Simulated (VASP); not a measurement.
## Li: single point with PBE

The system is Li.

```
Li
1.0
    -1.75465    1.75465    1.75465
     1.75465   -1.75465    1.75465
     1.75465    1.75465   -1.75465
Li
1
Direct
  0.00000 0.00000 0.00000
```

```yaml
Program: VASP 6.6.1
Task: single point
Functional: PBE
Potentials_or_basis: VASP PAW PBE potentials, release 64 (Li_sv)
Cutoff: 520 eV
k_mesh: 8 × 8 × 8
Occupations: gaussian, width 0.1 eV
Spin: no spin polarisation
```

The band gap on the k mesh is none (metal or under the smearing width).

Levels at points of the mesh, in eV from the Fermi level:
```csv
k point,band 1,band 2,band 3,band 4,band 5
"(0.00, 0.00, 0.00)",-46.68,-3.52,13.91,13.91,13.91
"(0.50, 0.00, 0.00)",-46.67,0.22,3.01,9.87,11.30
"(0.50, 0.50, 0.50)",-46.66,5.25,5.25,5.25,7.45
```

Wall time 3.2 s on 1 thread of Intel(R) Xeon(R) Platinum 8559C (Emerald Rapids), with other jobs on the host, peak memory 0.12 GiB.
